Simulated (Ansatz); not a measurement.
## Density of states of BAs

```xyz
2
Lattice="0.0000 2.3885 2.3885 2.3885 0.0000 2.3885 2.3885 2.3885 0.0000" Properties=species:S:1:pos:R:3 pbc="T T T"
B     0.0000    0.0000    0.0000
As    3.5827    3.5827    3.5827
```

The cell comes from COD entry 9008833, which wasn't checked; take it as a given geometry.

Theory: Ansatz 0.2.0, DFT, LDA, all-electron LAPW, scalar-relativistic.

The runs use a Γ-centred 15×15×15 k mesh, Fermi–Dirac smearing of 0.03 eV, basis error target 0.25 meV/atom, no spin polarisation.

States per eV and cell, averaged over 0.6 eV, from -8.8 to 2.4 eV, with energies (bin centres) from the valence-band top; empty bins are left out. The partial columns, the largest 3 alone, are projections on Löwdin-orthogonalised atomic shells (those that the program's projection atoms carry: the occupied ones and, for some elements, an empty d or f shell; other empty shells have no column), summed over atoms of an element. Weights on diffuse s and p shells depend on that basis and aren't pure angular character.

| E (eV) | total | As 4p | B 2p | B 2s |
| --- | --- | --- | --- | --- |
| -8.6 | 0.12 | 0.06 | 0.03 | 0.02 |
| -8.0 | 1.15 | 0.59 | 0.14 | 0.37 |
| -7.4 | 0.66 | 0.32 | 0.10 | 0.18 |
| -6.8 | 0.38 | 0.18 | 0.07 | 0.09 |
| -6.2 | 0.29 | 0.13 | 0.06 | 0.05 |
| -5.6 | 0.77 | 0.40 | 0.28 | 0.06 |
| -5.0 | 0.78 | 0.39 | 0.29 | 0.06 |
| -4.4 | 0.91 | 0.45 | 0.37 | 0.06 |
| -3.8 | 1.16 | 0.58 | 0.50 | 0.05 |
| -3.2 | 1.07 | 0.53 | 0.48 | 0.04 |
| -2.6 | 0.99 | 0.49 | 0.46 | 0.03 |
| -2.0 | 0.90 | 0.44 | 0.43 | 0.02 |
| -1.4 | 0.48 | 0.23 | 0.24 | 0.01 |
| -0.8 | 0.26 | 0.12 | 0.13 | 0.00 |
| -0.2 | 0.08 | 0.04 | 0.04 | 0.00 |
| 1.6 | 0.23 | 0.05 | 0.08 | 0.04 |
| 2.2 | 0.48 | 0.11 | 0.17 | 0.08 |
